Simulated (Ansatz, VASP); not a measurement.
Two plane-wave programs on Ta

```
CELL_PARAMETERS angstrom
-1.65493 1.65493 1.65493
1.65493 -1.65493 1.65493
1.65493 1.65493 -1.65493
ATOMIC_POSITIONS crystal
Ta 0.00000 0.00000 0.00000
```

Alike in both runs: task single point; functional PBEsol; k mesh 8 × 8 × 8; occupations gaussian, width 0.1 eV; no spin polarisation.

|  | VASP | Ansatz |
| --- | --- | --- |
| version | VASP 6.6.1 | Ansatz 0.2.0 |
| potentials or method | VASP PAW PBE potentials, release 64 (Ta_pv) | scalar-relativistic, plane waves, PAW |
| plane-wave cutoff (eV) | 520 | 420 |
| valence electrons in the cell | 11 | 13 |

|  | VASP | Ansatz | Ansatz less VASP |
| --- | --- | --- | --- |
| gap on the k mesh at the Fermi level (eV) | none | none | - |
| pressure (GPa) | -7.0 | -7.1 | -0.14 |

A gap of «none» marks a metal or a gap that the smearing closes. The two sets of potentials don't hold the same shells in valence. Ansatz warned: «pseudo_functional_mismatch».

Caveats: the PAW data sets were made with another functional, which shifts forces and pressure a little (VASP). Spin-orbit coupling is left out, which matters for the levels of Ta.
